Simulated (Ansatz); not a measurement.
## BAs: computed DOS

```
CELL_PARAMETERS angstrom
0.00000 2.30685 2.30685
2.30685 0.00000 2.30685
2.30685 2.30685 0.00000
ATOMIC_POSITIONS crystal
B 0.00000 0.00000 0.00000
As 0.50000 0.50000 0.50000
```

The cell was built from the rocksalt type and relaxed in the same program, and has space group Fm-3m; it needn't be a known or the stable phase.

Theory: DFT, PBE, all-electron LAPW, scalar-relativistic (Ansatz 0.2.0).

Sampling and basis: a Γ-centred 14×14×14 k mesh, Fermi–Dirac smearing of 0.05 eV, basis error target 0.5 meV/atom, no spin polarisation.

States per eV and cell, averaged over 0.6 eV, from -12.4 to 3.6 eV, with energies (bin centres) from the Fermi level; empty bins are left out. 

| E (eV) | total |
| --- | --- |
| -12.2 | 0.55 |
| -11.6 | 0.56 |
| -11.0 | 0.55 |
| -10.4 | 0.21 |
| -9.8 | 0.01 |
| -9.2 | 0.19 |
| -8.6 | 0.34 |
| -8.0 | 0.56 |
| -7.4 | 0.76 |
| -6.8 | 0.47 |
| -6.2 | 0.56 |
| -5.6 | 0.60 |
| -5.0 | 0.64 |
| -4.4 | 0.69 |
| -3.8 | 0.83 |
| -3.2 | 0.83 |
| -2.6 | 0.76 |
| -2.0 | 0.74 |
| -1.4 | 0.71 |
| -0.8 | 0.70 |
| -0.2 | 0.72 |
| 0.4 | 0.81 |
| 1.0 | 0.71 |
| 1.6 | 0.79 |
| 2.2 | 0.65 |
| 2.8 | 0.29 |
| 3.4 | 0.43 |
